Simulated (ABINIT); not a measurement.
Crystal: BAs.

```xyz
2
Lattice="0.0000 2.3885 2.3885 2.3885 0.0000 2.3885 2.3885 2.3885 0.0000" Properties=species:S:1:pos:R:3 pbc="T T T"
As    3.5827    3.5827    3.5827
B     0.0000    0.0000    0.0000
```

Base run:

```yaml
Program: ABINIT 10.8.3 (patched build)
Functional: WC
Potentials_or_basis: JTH PAW PBE v2.0
Cutoff: 490 eV
k_mesh: 10 × 10 × 10
Occupations: fermi-dirac, width 0.05 eV
Spin: no spin polarisation
```

Its results: band gap on the k mesh 1.09 eV, indirect (least direct gap 3.25 eV); pressure -0.6 GPa.

Problem. After a change of settings the same cell gave: band gap on the k mesh 1.36 eV, indirect (least direct gap 3.43 eV); pressure 0.7 GPa. Which change was it?
A. functional from WC to LDA
B. functional from WC to SCAN
C. functional from WC to BLYP
D. functional from WC to r2SCAN

Solution. D.

r2SCAN gives the wider gap, since meta-GGAs in the generalised Kohn-Sham scheme recover part of the derivative discontinuity.

Caveats: the PAW data sets were made with another functional, which shifts forces and pressure a little.
